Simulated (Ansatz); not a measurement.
**SiC (Moissanite 3C): relaxation of cell and atoms with PBEsol**

SiC (Moissanite 3C):

```
Si C
1.0
     0.00000    2.17900    2.17900
     2.17900    0.00000    2.17900
     2.17900    2.17900    0.00000
Si C
1 1
Direct
  0.00000 0.00000 0.00000
  0.75000 0.75000 0.75000
```

```
Program             : Ansatz 0.2.0
Task                : relaxation of cell and atoms
Functional          : PBEsol
Potentials or basis : all-electron LAPW, scalar-relativistic
Basis error allowed : 0.001 eV/atom
k mesh              : 10 × 10 × 10
Occupations         : fermi-dirac, width 0.05 eV
Spin                : no spin polarisation
```

```
Relaxed volume                         : 10.34 Å³/atom
Relaxed cell                           : a = 3.081 Å, b = 3.081 Å, c = 3.081 Å, α = 60.00°, β = 60.00°, γ = 60.00°
Space group after relaxing (to 0.05 Å) : F-43m (No. 216)
Energy gained by relaxing              : 0.0 meV/atom
Ionic steps                            : 4
Pressure after relaxing                : 0.0 GPa
Band gap on the k mesh                 : 1.24 eV
```

Final structure:
```xyz
2
Lattice="0.0000 2.1782 2.1782 2.1782 0.0000 2.1782 2.1782 2.1782 0.0000" Properties=species:S:1:pos:R:3 pbc="T T T"
Si    0.0000    0.0000    0.0000
C     3.2674    3.2674    3.2674
```

Run time: 13 s on 1 thread of Arm Neoverse V2 (shared host), peak memory 0.26 GiB.

A k mesh can miss the band edges.
